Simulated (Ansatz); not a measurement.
GeS: S on a Ge site

Theory: DFT PBE, scalar-relativistic, plane waves, PAW in Ansatz 0.2.0. (420 eV cutoff, 2×2×2 k-mesh, shifted by half a step, Gaussian smearing of 0.01 eV, collinear spin in charge +1 alone)

Host crystal, relaxed:

```xyz
8
Lattice="10.7854 0.0000 0.0000 0.0000 3.6648 0.0000 0.0000 0.0000 4.4582" Properties=species:S:1:pos:R:3 pbc="T T T"
Ge    9.4268    0.9162    1.6251
Ge    1.3586    2.7486    2.8331
Ge    6.7513    2.7486    3.8542
Ge    4.0341    0.9162    0.6040
S     7.0421    0.9162    2.2406
S     3.7433    2.7486    2.2177
S     9.1360    2.7486    0.0114
S     1.6494    0.9162    4.4468
```

Supercell of 48 atoms, rows in host cell vectors: 0 0 -2; 1 0 0; 0 -3 0. Atoms relax at the host's cell, keeping the symmetry that the supercell leaves at the site. The cell is small, so energies carry finite-size errors of tenths of an eV. The host's Kohn–Sham gap is 1.24 eV. Atoms are taken from and returned to the elements' standard states. Charged cells are corrected for image charges with the computed static dielectric tensor (mean 19.2) and aligned with the host's potential at far atoms (alignment terms reach 0.20 eV). No band-filling term is added, and the Fermi level counts from the host's valence band top.

Defect: S on a Ge site set at (0.874, 0.250, 0.365) of the host cell. In charges +2, +1, 0 some atom moved by up to 1.1 Å, so the relaxed defect can differ in kind from the start. Before relaxation its nearest neighbours are 3 S at 2.46 Å.

| charge | E_f at the valence band top (eV) | over the neutral state (eV) | moment (μB) | largest move (Å) | atoms near the site |
| --- | --- | --- | --- | --- | --- |
| +2 | 2.05 | -0.10 | 0.00 | 0.57 | 2 S at 2.08 Å, 1 S at 2.20 Å |
| +1 | 2.23 | 0.09 | 1.00 | 0.70 | 1 S at 2.11 Å, 2 S at 2.34 Å |
| 0 | 2.15 | 0.00 | 0.00 | 1.14 | 1 S at 2.16 Å, 2 S at 2.50 Å, 2 Ge at 3.05 Å |

Among the charges computed the stable one is +2 at the valence band top, changing to 0 at 0.05 eV.